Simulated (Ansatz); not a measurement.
# BP: equation of state, part 1 of 2

Aim: scale the cell of BP up and down at fixed shape and fractional positions, and get the equilibrium volume and bulk modulus with LAPW, PAW and all-electron datasets made for the crystal.

Program: Ansatz 0.2.0. Level of theory: DFT PBE, scalar-relativistic. These are calculated values, not measurements.

### 1 The structure to begin with

It takes space group Fm-3m (No. 225, cubic). The conventional cell has a = 4.320 Å, b = 4.320 Å, c = 4.320 Å, α = 90.00°, β = 90.00°, γ = 90.00°. B (site symmetry m-3m) has 6 P at 2.16 Å as nearest neighbours. P (site symmetry m-3m) is surrounded by 6 B at 2.16 Å.

As a file:

```cif
data_structure
_symmetry_space_group_name_H-M 'P 1'
_symmetry_Int_Tables_number 1
_cell_length_a 3.0544
_cell_length_b 3.0544
_cell_length_c 3.0544
_cell_angle_alpha 60.000
_cell_angle_beta 60.000
_cell_angle_gamma 60.000
_cell_volume 20.15
loop_
_atom_site_label
_atom_site_type_symbol
_atom_site_fract_x
_atom_site_fract_y
_atom_site_fract_z
_atom_site_occupancy
B1 B 0.00000 0.00000 0.00000 1
P1 P 0.50000 0.50000 0.50000 1
```

The cell was relaxed by PAW from a hypothetical start (rocksalt type); it needn't be the stable phase of this composition.

Atoms are numbered in the order of the input: B1, P2.

### 2 Volume × 0.9405, LAPW

Input file input.yaml:

```yaml
crystal:
  lattice:
    - [0.0, 2.116084861, 2.116084861]
    - [2.116084861, 0.0, 2.116084861]
    - [2.116084861, 2.116084861, 0.0]
  atoms:
    - { symbol: B, position: [0.0, 0.0, 0.0] }
    - { symbol: P, position: [0.5, 0.5, 0.5] }
kpoints:
  mp_grid: { grid: [16, 16, 16] }
scf:
  occupations: { method: fermi_dirac, width: 0.05 }
hamiltonian:
  xc: pbe
  pseudopotentials: { kind: all_electron, lapw: { basis_error: 0.0005 } }
output:
  forces: true
  stress: true
  eigenvalues: true
```

Launch:

```
$ ansatz run input.yaml --threads 1 --pin off --max-ram 2048MiB --backend cpu --events-out ev --progress --plain --runs-dir out
```

Output, shortened:

```text
LAPW: plane waves up to 8.372 Å⁻¹, error target 5.0e-4 eV per atom; small_component_spin mean_spin; B in spheres of 1.005 Å, 5 of its electrons in bands, Dirac shells []; P in spheres of 1.111 Å, 13 of its electrons in bands, Dirac shells []
[...]
Pseudopotentials: kind: all_electron
Pseudopotential: B, LAPW, valence charge 5, Koelling and Harmon's equation, gaussian nucleus
Pseudopotential: P, LAPW, valence charge 13, Koelling and Harmon's equation, gaussian nucleus
Functional definition: PBE
[...]
Crystal: 2 atoms, lattice volume = 18.951 Å³
Basis set: ecut = 267.0266750700104 eV, 169 PW (Γ), exchange–correlation at level 2
Bands: 13, of which v1, the nominal top of the filled ones, is band 9 counted from 1 (8 counted from 0)
Symmetry: 48 space group operations
Space group: Fm-3m (ITA 225), of the structure as read, at distance tolerance 2.7e-5 Å
k-points: 145 of 4096
[...]
SCF iter   1: F=—  HF=-9984.101210 eV  |F-HF|=—  |Δ(HF+E_count)|=         —  Δρ=5.70e-2  dr2=6.54e-1  ethr=3.64e-3  ⟨swp⟩=2.0  Hψ=14104  notcnv=0
[...]
the basis was enlarged: its passes take 84.5 KiB over the memory plan, 1 of 1 planned eigensolver slots
[...]
SCF iter   6: F=-9983.855757 eV  HF=-9983.855757 eV  |F-HF|=7.62e-9  |Δ(HF+E_count)|=   6.64e-7  Δρ=1.33e-5  dr2=3.06e-8  ethr=1.96e-8  ⟨swp⟩=2.5  Hψ=4895  notcnv=0
[...]
the search or the solves at the SCF's close seem to have found levels that the self-consistency loop had missed (the run counts 1). By its estimate they hold under 1e-12 electrons; where the run keeps them, the occupations were computed again with them
SCF converged after 6 iterations
Free energy (F): -9983.855757 eV
[...]
E sigma→0 (E₀):  -9983.853309 eV
Entropy (-TS):   -0.004895 eV (-2.448 meV/atom)
Fermi energy:    14.030922 eV
[...]
--- Forces (eV/Å), atoms counted from 1 ---
  atom   1  B     -0.00000000     0.00000000     0.00000000
  atom   2  P      0.00000000    -0.00000000    -0.00000000
[...]
--- Stress (GPa, compression-positive) ---
       11.371619      -0.000000      -0.000000
       -0.000000      11.371619       0.000000
       -0.000000       0.000000      11.371619
  P = ⅓ Tr σ = 11.3716 GPa (113.716 kbar)
--- Band table (eV; the first three rows and the last of 145) ---
  k-point 0: bands = ["-159.9684", "-155.3111", "-105.8049", "-105.8049", "-105.8049", "-3.5951", "14.0367", "14.0367", "14.0367", "21.6050", "21.8023", "21.8023", "21.8023"]
[...]
```

Run time: 5 s. Hardware: 1 thread of Intel Xeon 6975P-C (Granite Rapids), shared host; peak memory 0.36 GiB.

This run gives: pressure 11.37 GPa; no gap.

### 3 Volume × 0.9405, PAW

Edit input.yaml of step 2 so:

```diff
@@ -14,3 +14,3 @@
   xc: pbe
-  pseudopotentials: { kind: all_electron, lapw: { basis_error: 0.0005 } }
+  pseudopotentials: { kind: paw }
 output:
@@ -19 +19,2 @@
   eigenvalues: true
+  efg: { contact_densities: true }
```

Launch:

```
$ ansatz run input.yaml --threads 1 --pin off --max-ram 2048MiB --backend cpu --events-out ev --progress --plain --runs-dir out
```

Output, shortened:

```text
[...]
Pseudopotentials: kind: paw
Pseudopotential: B, paw, valence charge 3, recommended cutoff 420 eV (normal)
Pseudopotential: P, paw, valence charge 5, recommended cutoff 420 eV (normal)
[... 1 set-up line as earlier in the session ...]
[...]
Crystal: 2 atoms, lattice volume = 18.951 Å³
Basis set: ecut = 420 eV, 339 PW (Γ), exchange–correlation on 48×48×48 points (8 copies of the dense FFT grid, shifted against one another)
Bands: 8, of which v1, the nominal top of the filled ones, is band 4 counted from 1 (3 counted from 0)
[... 2 set-up lines as earlier in the session ...]
k-points: 145 of 4096
[...]
SCF iter   1: F=—  HF=-910.284695 eV  |F-HF|=—  |Δ(HF+E_count)|=         —  Δρ=2.72e-3  dr2=9.28e-4  ethr=1.77e-3  ⟨swp⟩=5.4  Hψ=9470  notcnv=0
[...]
Entropy (-TS):   -0.004890 eV (-2.445 meV/atom)
Fermi energy:    12.871819 eV
[...]
--- Forces (eV/Å), atoms counted from 1 ---
  atom   1  B     -0.00000000    -0.00000000    -0.00000000
  atom   2  P      0.00000000     0.00000000     0.00000000
[...]
--- Stress (GPa, compression-positive) ---
       11.324553       0.000000       0.000000
       -0.000000      11.324553       0.000000
       -0.000000       0.000000      11.324553
  P = ⅓ Tr σ = 11.3246 GPa (113.246 kbar)
--- PAW observables at the nuclei: V_zz in 10²¹ V/m², potentials from the cell's mean, atoms counted from 1 ---
  atom   1  B  V_zz =    +0.000000   η = 0.0000   by run symmetry: forbidden
            electrostatic potential = -329.096255 V   contact ρ = 487.461883 e/Å³
  atom   2  P  V_zz =    +0.000000   η = 0.0000   by run symmetry: forbidden
            electrostatic potential = -1498.141002 V   contact ρ = 16023.478610 e/Å³
--- Band table (eV; the first three rows and the last of 145) ---
  k-point 0: bands = ["-4.7509", "12.8763", "12.8763", "12.8763", "20.4440", "20.6428", "20.6428", "20.6428"]
[...]
```

Run time: 1.4 s. Hardware: 1 thread of Intel Xeon 6975P-C (Granite Rapids), shared host; peak memory 0.38 GiB.

Read from it: pressure 11.32 GPa; no gap.

### 4 Volume × 0.9405, crystal datasets

Edit input.yaml of step 3 so:

```diff
@@ -14,3 +14,3 @@
   xc: pbe
-  pseudopotentials: { kind: paw }
+  pseudopotentials: { kind: all_electron, datasets: crystal }
 output:
```

Launch:

```
$ ansatz run input.yaml --threads 1 --pin off --max-ram 2048MiB --backend cpu --events-out ev --progress --plain --runs-dir out
```

Output, shortened:

```text
[...]
[... 1 set-up line as earlier in the session ...]
Pseudopotential: B, paw, valence charge 3, recommended cutoff 280 eV (normal), Koelling and Harmon's equation, gaussian nucleus
Pseudopotential: P, paw, valence charge 5, recommended cutoff 280 eV (normal), Koelling and Harmon's equation, gaussian nucleus
[... 1 set-up line as earlier in the session ...]
[...]
Crystal: 2 atoms, lattice volume = 18.951 Å³
Basis set: ecut = 280 eV, 181 PW (Γ), exchange–correlation on 36×36×36 points (8 copies of the dense FFT grid, shifted against one another)
Bands: 8, of which v1, the nominal top of the filled ones, is band 4 counted from 1 (3 counted from 0)
[... 2 set-up lines as earlier in the session ...]
k-points: 145 of 4096
[...]
  The terms above E_closure are by the made datasets' own strengths, without shells solved beside the bands.
--- Forces (eV/Å), atoms counted from 1 ---
  atom   1  B     -0.00000000     0.00000000    -0.00000000
  atom   2  P      0.00000000    -0.00000000    -0.00000000
[...]
--- Stress (GPa, compression-positive) ---
       11.374471      -0.000000       0.000000
       -0.000000      11.374471       0.000000
       -0.000000       0.000000      11.374471
  P = ⅓ Tr σ = 11.3745 GPa (113.745 kbar)
--- PAW observables at the nuclei: V_zz in 10²¹ V/m², potentials from the cell's mean, atoms counted from 1 ---
  atom   1  B  V_zz =    -0.000000   η = 0.0000   by run symmetry: forbidden
            electrostatic potential = -329.139514 V   contact ρ = 487.487236 e/Å³
  atom   2  P  V_zz =    +0.000000   η = 0.0000   by run symmetry: forbidden
            electrostatic potential = -1498.123563 V   contact ρ = 16036.422757 e/Å³
--- Band table (eV; the first three rows and the last of 145) ---
  k-point 0: bands = ["-3.5952", "14.0368", "14.0368", "14.0368", "21.6050", "21.8022"]
[...]
```

It took 3.2 s on 1 thread of Intel Xeon 6975P-C (Granite Rapids), shared host; peak memory 0.41 GiB.

This run gives: pressure 11.37 GPa; no gap.

### 5 Volume × 0.97, LAPW

Input file input.yaml:

```yaml
crystal:
  lattice:
    - [0.0, 2.1379820678, 2.1379820678]
    - [2.1379820678, 0.0, 2.1379820678]
    - [2.1379820678, 2.1379820678, 0.0]
  atoms:
    - { symbol: B, position: [0.0, 0.0, 0.0] }
    - { symbol: P, position: [0.5, 0.5, 0.5] }
kpoints:
  mp_grid: { grid: [16, 16, 16] }
scf:
  occupations: { method: fermi_dirac, width: 0.05 }
hamiltonian:
  xc: pbe
  pseudopotentials: { kind: all_electron, lapw: { basis_error: 0.0005 } }
output:
  forces: true
  stress: true
  eigenvalues: true
```

Launch:

```
$ ansatz run input.yaml --threads 1 --pin off --max-ram 2048MiB --backend cpu --events-out ev --progress --plain --runs-dir out
```

Output, shortened:

```text
LAPW: plane waves up to 8.274 Å⁻¹, error target 5.0e-4 eV per atom; small_component_spin mean_spin; B in spheres of 1.019 Å, 5 of its electrons in bands, Dirac shells []; P in spheres of 1.119 Å, 13 of its electrons in bands, Dirac shells []
[...]
[... 4 set-up lines as earlier in the session ...]
[...]
Crystal: 2 atoms, lattice volume = 19.545 Å³
Basis set: ecut = 260.80809766823717 eV, 169 PW (Γ), exchange–correlation at level 2
Bands: 13, of which v1, the nominal top of the filled ones, is band 9 counted from 1 (8 counted from 0)
[... 2 set-up lines as earlier in the session ...]
k-points: 145 of 4096
[...]
SCF iter   6: F=-9983.886457 eV  HF=-9983.886457 eV  |F-HF|=6.60e-9  |Δ(HF+E_count)|=   6.27e-7  Δρ=1.16e-5  dr2=2.16e-8  ethr=2.13e-8  ⟨swp⟩=2.3  Hψ=4951  notcnv=0
[...]
SCF converged after 6 iterations
Free energy (F): -9983.886457 eV
[...]
E sigma→0 (E₀):  -9983.884028 eV
Entropy (-TS):   -0.004858 eV (-2.429 meV/atom)
Fermi energy:    13.463497 eV
[...]
--- Forces (eV/Å), atoms counted from 1 ---
  atom   1  B     -0.00000000     0.00000000    -0.00000000
  atom   2  P      0.00000000     0.00000000     0.00000000
[...]
--- Stress (GPa, compression-positive) ---
        5.326461       0.000000      -0.000000
        0.000000       5.326461      -0.000000
       -0.000000      -0.000000       5.326461
  P = ⅓ Tr σ = 5.3265 GPa (53.265 kbar)
--- Band table (eV; the first three rows and the last of 145) ---
  k-point 0: bands = ["-160.6217", "-155.8328", "-106.3277", "-106.3277", "-106.3277", "-3.7939", "13.4772", "13.4772", "13.4772", "20.4980", "21.2867", "21.2867", "21.2867"]
[...]
```

Wall time 5 s (1 thread of Intel Xeon 6975P-C (Granite Rapids), shared host); peak memory 0.37 GiB.

Result: pressure 5.33 GPa; no gap.

### 6 Volume × 0.97, PAW

Edit input.yaml of step 5 so:

```diff
@@ -14,3 +14,3 @@
   xc: pbe
-  pseudopotentials: { kind: all_electron, lapw: { basis_error: 0.0005 } }
+  pseudopotentials: { kind: paw }
 output:
@@ -19 +19,2 @@
   eigenvalues: true
+  efg: { contact_densities: true }
```

Launch:

```
$ ansatz run input.yaml --threads 1 --pin off --max-ram 2048MiB --backend cpu --events-out ev --progress --plain --runs-dir out
```

Output, shortened:

```text
[...]
[... 4 set-up lines as earlier in the session ...]
[...]
Crystal: 2 atoms, lattice volume = 19.545 Å³
Basis set: ecut = 420 eV, 387 PW (Γ), exchange–correlation on 48×48×48 points (8 copies of the dense FFT grid, shifted against one another)
Bands: 8, of which v1, the nominal top of the filled ones, is band 4 counted from 1 (3 counted from 0)
[... 2 set-up lines as earlier in the session ...]
k-points: 145 of 4096
[...]
SCF iter   1: F=—  HF=-910.315020 eV  |F-HF|=—  |Δ(HF+E_count)|=         —  Δρ=2.17e-3  dr2=4.53e-4  ethr=1.77e-3  ⟨swp⟩=5.4  Hψ=9485  notcnv=0
[...]
Entropy (-TS):   -0.004857 eV (-2.428 meV/atom)
Fermi energy:    12.338858 eV
[...]
--- Forces (eV/Å), atoms counted from 1 ---
  atom   1  B     -0.00000000    -0.00000000    -0.00000000
  atom   2  P      0.00000000    -0.00000000    -0.00000000
[...]
--- Stress (GPa, compression-positive) ---
        5.283746       0.000000      -0.000000
       -0.000000       5.283746       0.000000
       -0.000000      -0.000000       5.283746
  P = ⅓ Tr σ = 5.2837 GPa (52.837 kbar)
--- PAW observables at the nuclei: V_zz in 10²¹ V/m², potentials from the cell's mean, atoms counted from 1 ---
  atom   1  B  V_zz =    +0.000000   η = 0.0000   by run symmetry: forbidden
            electrostatic potential = -328.418732 V   contact ρ = 487.495357 e/Å³
  atom   2  P  V_zz =    -0.000000   η = 0.0000   by run symmetry: forbidden
            electrostatic potential = -1497.594173 V   contact ρ = 16023.899941 e/Å³
--- Band table (eV; the first three rows and the last of 145) ---
  k-point 0: bands = ["-4.9154", "12.3513", "12.3513", "12.3513", "19.3707", "20.1616", "20.1616", "20.1616"]
[...]
```

Wall time 1.6 s (1 thread of Intel Xeon 6975P-C (Granite Rapids), shared host); peak memory 0.38 GiB.

This run gives: pressure 5.28 GPa; no gap.

(Continued in part 2 of 2.)
